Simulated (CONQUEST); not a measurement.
## TaN under changes of volume

One of the cells (10.776 Å³/atom); the others are scaled copies at fixed shape and fractional positions:

```
Ta N
1.0
     2.88300    0.00000    0.00000
     0.00000    2.93800    0.00000
     0.00000    0.00000    5.08877
Ta N
2 2
Cartesian
  1.4415 0.0000 0.0000
  1.4415 1.4690 2.5444
  0.0000 0.0000 3.3925
  0.0000 1.4690 0.8481
```

| Quantity | Value |
| --- | --- |
| Program | CONQUEST 1.3 |
| Functional | PBE |
| Potentials or basis | PseudoDojo NC PBE, DZP, grid of 32 × 32 × 60 points |
| k mesh | 9 × 9 × 5 |
| Occupations | fermi-dirac, width 0.05 eV |
| Spin | no spin polarisation |

```tsv
volume (Å³/atom)	energy over the lowest point (meV/atom)	pressure (GPa)
10.129	?	?
10.345	46.93	23.6
10.560	21.07	15.2
10.776	5.64	8.0
10.991	0.00	0.7
11.207	3.63	-5.8
11.422	14.94	-11.2
```

What does the run at 10.129 Å³/atom give?

Energy over the lowest point 85.39 meV/atom; pressure 33.8 GPa.

Worked out: A Birch-Murnaghan fit of order 3 (a polynomial in V^(-2/3)) to the other rows has its minimum at 11.01 Å³/atom with B0 = V·E''(V) = 335 GPa and B' = 3.6 at fixed shape and positions, which overstates the stiffness. It gives 84.79 meV/atom at 10.129 Å³/atom, against the run's 85.39, and -dE/dV = 32.7 GPa, against 33.8.

Energies are extrapolated to zero smearing.

Caveats: the basis of atomic orbitals isn't converged, which shifts pressures, moduli and gaps; the real-space grid is too coarse here: the forces don't sum to zero and aren't listed, and the energy moves when atoms move against the grid (some runs).
